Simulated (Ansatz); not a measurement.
**Defect calculation, host WS2**

The calculation used Ansatz, DFT PBE, scalar-relativistic, plane waves, PAW. Settings: 420 eV cutoff, 4×3×4 k-mesh, Gaussian smearing of 0.01 eV, collinear spin in charge 0 alone.

Host crystal, relaxed:

```yaml
crystal:
  lattice:
    - [1.59387, 0.92022, 7.47444]
    - [-1.59387, 0.92022, 7.47444]
    - [0.00000, -1.84045, 7.47444]
  atoms:
    - { symbol: W, position: [0.00068, 0.00068, 0.00068] }
    - { symbol: S, position: [0.40407, 0.40407, 0.40407] }
    - { symbol: S, position: [0.26395, 0.26395, 0.26395] }
```

Supercell of 15 atoms, rows in host cell vectors: -1 -1 2; 0 0 1; -3 2 1. Atoms relax at the host's cell, keeping the symmetry that the supercell leaves at the site. The cell is small, so energies carry finite-size errors of tenths of an eV. The host's Kohn–Sham gap is 1.64 eV. Atoms are taken from and returned to the elements' standard states. Charged cells are corrected for image charges with the computed static dielectric tensor (mean 8.8) and aligned with the host's potential at far atoms (alignment terms reach 0.55 eV; the program doubts the alignment in some charges, where it is up to 0.55 eV). No band-filling term is added, and the Fermi level counts from the host's valence band top.

Spin-orbit coupling is left out, which matters for the bands and energies of heavy elements.

The defect is an interstitial at (0.812, 0.844, 0.844) of the host cell.

```tsv
charge	E_f at the valence band top (eV)	over the neutral state (eV)	moment (μB)	largest move (Å)	atoms near the site
+1	0.58	-1.27	0.00	2.01	1 S at 1.37 Å, 3 W at 3.40 Å, 2 S at 3.42 Å, 1 S at 3.44 Å, 1 S at 3.45 Å
0	1.85	0.00	1.00	1.22	1 S at 1.43 Å, 1 S at 2.52 Å, 1 S at 2.54 Å, 1 W at 3.10 Å, 1 W at 3.11 Å
-1	2.74	0.89	0.00	1.11	1 S at 1.47 Å, 1 S at 2.41 Å, 1 S at 2.44 Å, 1 W at 3.10 Å, 1 W at 3.12 Å
```

Among the charges computed the stable one is +1 at the valence band top, changing to -1 at 1.08 eV. Other sites of the defect weren't tried.

(1) Which element is it? Judge by the nearest distance in charge 0 and covalent radii.
A. Mn
B. H
C. Li
D. Ni
E. Fe

Answers

(1) B. The nearest neighbour is S at 1.43 Å, and the summed covalent radii with S are 2.37 Å for Fe, 1.36 Å for H, 2.33 Å for Li, 2.44 Å for Mn, 2.29 Å for Ni, so H fits best. Bonds can miss such sums by a tenth of an ångström or more.

This form isn't the usual stable structure of the compound.